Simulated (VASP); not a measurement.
**Results of a VASP single-point calculation on NaCl (rocksalt)**

POSCAR

```
Na Cl
 1.0000000000000000
    -0.0000000000000000    2.8026988166785491    2.8026988166785491
     2.8026988166785491    0.0000000000000000    2.8026988166785491
     2.8026988166785491    2.8026988166785491    0.0000000000000000
 Na  Cl
   1   1
Cartesian
  0.0000000000000000 -0.0000000000000000  0.0000000000000000
  2.8026988166785491  2.8026988166785491  2.8026988166785491
```

```yaml
gap_between_bands_v_and_c: 7.27 eV
least_direct_gap: 7.27 eV
```

Band v is the last that the valence electrons fill when counted band by band, and c is the next. Levels in eV from the top of v:

| point | v−1 | v | c | c+1 |
| --- | --- | --- | --- | --- |
| Γ | 0.00 | 0.00 | 7.27 | 13.40 |
| X | -0.67 | -0.67 | 9.80 | 10.13 |
| W | -1.33 | -0.84 | 11.19 | 11.94 |
| K | -1.24 | -0.56 | 10.45 | 11.31 |
| L | -0.30 | -0.30 | 9.39 | 13.16 |

Task: Which of these levels of theory gave these results?
A. PBEsol
B. r²SCAN
C. HSE06
D. PBE0
E. PBE with spin–orbit coupling
F. LDA
G. PBE

Result: D.

The INCAR was:

```
LASPH = .TRUE.
LREAL = .FALSE.
PREC = Accurate
HFRCUT = -1
AEXX = 0.25
ISIF = 2
IBRION = -1
SIGMA = 0.01
GGA = PE
ISTART = 1
NSW = 0
NELM = 120
ALGO = Normal
EDIFF = 1E-7
LWAVE = .FALSE.
NBANDS = 14
ISMEAR = 0
ENCUT = 520
LHFCALC = .TRUE.
PRECFOCK = Fast
LCHARG = .FALSE.
```
